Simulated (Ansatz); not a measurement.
Mg:

```xyz
1
Lattice="0.0000 2.2443 2.2443 2.2443 0.0000 2.2443 2.2443 2.2443 0.0000" Properties=species:S:1:pos:R:3 pbc="T T T"
Mg    0.0000    0.0000    0.0000
```

This isn't the form of Mg at room conditions, which is hcp.

- Program: Ansatz 0.2.0
- Task: relaxation of cell and atoms
- Functional: LDA
- Potentials or basis: all-electron LAPW, scalar-relativistic
- Basis error allowed: 0.001 eV/atom
- k mesh: 10 × 10 × 10
- Occupations: fermi-dirac, width 0.05 eV
- Spin: no spin polarisation

At the start: volume 22.61 Å³/atom.

**Question.** How do energy, volume and symmetry change on relaxing?

**Answer.** Over 4 steps the energy falls by 3.6 meV/atom and the volume is 21.76 Å³/atom (-3.7 %); space group Fm-3m (No. 225, to 0.05 Å).

Step by step:
```
step  energy change (eV)  largest force (eV/Å)  volume (Å³)
   1              0.0000                0.0000        22.61
   2             -0.0034                0.0000        21.98
   3             -0.0036                0.0000        21.76
   4             -0.0036                0.0000        21.76
```

Final structure:
```
CELL_PARAMETERS angstrom
0.00000 2.21601 2.21601
2.21601 0.00000 2.21601
2.21601 2.21601 0.00000
ATOMIC_POSITIONS crystal
Mg 0.00000 0.00000 0.00000
```
